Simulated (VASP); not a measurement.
A run of VASP 6.6.1:

File run.py:

```python
from ase.calculators.vasp import Vasp
from ase.dft.bandgap import bandgap
from ase.io import read

atoms = read('InAs.cif', primitive_cell=True, subtrans_included=False)
calc = Vasp(
    directory='calc',
    xc='hf',
    pp='PBE',
    setups='recommended',
    pp_version='54',
    prec='Accurate',
    encut=520,
    ediff=1e-06,
    ismear=-1,
    sigma=0.02,
    lreal=False,
    lasph=True,
    nelm=80,
    algo='Normal',
    isif=2,
    lwave=False,
    lcharg=False,
    precfock='Normal',
    hfrcut=-1,
    ivdw=11,
    kpts=[4, 4, 4],
    gamma=True,
)
atoms.calc = calc

print('energy (eV):', atoms.get_potential_energy())
print('free energy (eV):', atoms.get_potential_energy(force_consistent=True))
print('forces (eV/A):')
print(atoms.get_forces())
print('stress (eV/A^3, Voigt):', atoms.get_stress())
print('Fermi level (eV):', calc.get_fermi_level())
gap, top, bottom = bandgap(calc)
print('band gap (eV):', gap, 'from (spin, k, band)', top, 'to', bottom)
```

The input InAs.cif:

```cif
data_InAs
_cell_length_a 6.03600000
_cell_length_b 6.03600000
_cell_length_c 6.03600000
_cell_angle_alpha 90.00000000
_cell_angle_beta 90.00000000
_cell_angle_gamma 90.00000000
_space_group_name_H-M_alt 'F-43m'
_space_group_name_Hall 'F -4 2 3'
_space_group_IT_number 216
loop_
_space_group_symop_operation_xyz
'x,y,z'
'y,-x,-z'
'-x,-y,z'
'-y,x,-z'
'x,-y,-z'
'y,x,z'
'-x,y,-z'
'-y,-x,z'
'z,x,y'
'-z,y,-x'
'z,-x,-y'
'-z,-y,x'
'-z,x,-y'
'z,y,x'
'-z,-x,y'
'z,-y,-x'
'y,z,x'
'-x,-z,y'
'-y,z,-x'
'x,-z,-y'
'-y,-z,x'
'x,z,y'
'y,-z,-x'
'-x,z,-y'
'x,y+1/2,z+1/2'
'y,-x+1/2,-z+1/2'
'-x,-y+1/2,z+1/2'
'-y,x+1/2,-z+1/2'
'x,-y+1/2,-z+1/2'
'y,x+1/2,z+1/2'
'-x,y+1/2,-z+1/2'
'-y,-x+1/2,z+1/2'
'z,x+1/2,y+1/2'
'-z,y+1/2,-x+1/2'
'z,-x+1/2,-y+1/2'
'-z,-y+1/2,x+1/2'
'-z,x+1/2,-y+1/2'
'z,y+1/2,x+1/2'
'-z,-x+1/2,y+1/2'
'z,-y+1/2,-x+1/2'
'y,z+1/2,x+1/2'
'-x,-z+1/2,y+1/2'
'-y,z+1/2,-x+1/2'
'x,-z+1/2,-y+1/2'
'-y,-z+1/2,x+1/2'
'x,z+1/2,y+1/2'
'y,-z+1/2,-x+1/2'
'-x,z+1/2,-y+1/2'
'x+1/2,y,z+1/2'
'y+1/2,-x,-z+1/2'
'-x+1/2,-y,z+1/2'
'-y+1/2,x,-z+1/2'
'x+1/2,-y,-z+1/2'
'y+1/2,x,z+1/2'
'-x+1/2,y,-z+1/2'
'-y+1/2,-x,z+1/2'
'z+1/2,x,y+1/2'
'-z+1/2,y,-x+1/2'
'z+1/2,-x,-y+1/2'
'-z+1/2,-y,x+1/2'
'-z+1/2,x,-y+1/2'
'z+1/2,y,x+1/2'
'-z+1/2,-x,y+1/2'
'z+1/2,-y,-x+1/2'
'y+1/2,z,x+1/2'
'-x+1/2,-z,y+1/2'
'-y+1/2,z,-x+1/2'
'x+1/2,-z,-y+1/2'
'-y+1/2,-z,x+1/2'
'x+1/2,z,y+1/2'
'y+1/2,-z,-x+1/2'
'-x+1/2,z,-y+1/2'
'x+1/2,y+1/2,z'
'y+1/2,-x+1/2,-z'
'-x+1/2,-y+1/2,z'
'-y+1/2,x+1/2,-z'
'x+1/2,-y+1/2,-z'
'y+1/2,x+1/2,z'
'-x+1/2,y+1/2,-z'
'-y+1/2,-x+1/2,z'
'z+1/2,x+1/2,y'
'-z+1/2,y+1/2,-x'
'z+1/2,-x+1/2,-y'
'-z+1/2,-y+1/2,x'
'-z+1/2,x+1/2,-y'
'z+1/2,y+1/2,x'
'-z+1/2,-x+1/2,y'
'z+1/2,-y+1/2,-x'
'y+1/2,z+1/2,x'
'-x+1/2,-z+1/2,y'
'-y+1/2,z+1/2,-x'
'x+1/2,-z+1/2,-y'
'-y+1/2,-z+1/2,x'
'x+1/2,z+1/2,y'
'y+1/2,-z+1/2,-x'
'-x+1/2,z+1/2,-y'
loop_
_atom_site_label
_atom_site_type_symbol
_atom_site_symmetry_multiplicity
_atom_site_Wyckoff_symbol
_atom_site_fract_x
_atom_site_fract_y
_atom_site_fract_z
_atom_site_occupancy
In1 In 4 a 0.0000000000 0.0000000000 0.0000000000 1
As1 As 4 c 0.2500000000 0.2500000000 0.2500000000 1
```

Potentials or basis: VASP PAW PBE potentials, release 54 (In_d, As).

Launch:

```sh
$ python run.py
```

Hardware: 1 thread of Intel(R) Xeon(R) Platinum 8488C (Sapphire Rapids) (shared host).

Q: How long does it take, and how much memory?

A: Wall time 13 min on 1 thread of Intel(R) Xeon(R) Platinum 8488C (Sapphire Rapids), on a shared host, peak memory 0.17 GiB. Counts: scf iterations 23, k points 8.
